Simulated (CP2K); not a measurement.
Pb:

```
Pb
1.0
     3.50021    0.00000    0.00000
     1.75010    3.03127    0.00000
     1.75010    1.01042    2.85791
Pb
1
Direct
  0.00000 0.00000 0.00000
```

Base run:

| Quantity | Value |
| --- | --- |
| Program | CP2K 2026.2 |
| Functional | MS2 |
| Potentials or basis | POTENTIAL_UZH Pb GTH-PBE-q4; TZVP-MOLOPT-PBE-GTH basis |
| Density cutoff | 9184 eV |
| k mesh | 9 × 9 × 9 |
| Occupations | fermi-dirac, width 0.05 eV |
| Spin | no spin polarisation |

Its results: band gap on the k mesh none (metal or under the smearing width); pressure 4.3 GPa.

Task: After a change of settings the same cell gave: band gap on the k mesh none (metal or under the smearing width); pressure 2.5 GPa. Which change was it?
A. functional from MS2 to PBEsol
B. functional from MS2 to revPBE
C. functional from MS2 to PW91

Result: A.

Caveats: the potentials were made for another functional, which shifts forces and pressure; the basis of atomic orbitals isn't converged, which shifts pressures, moduli and gaps.
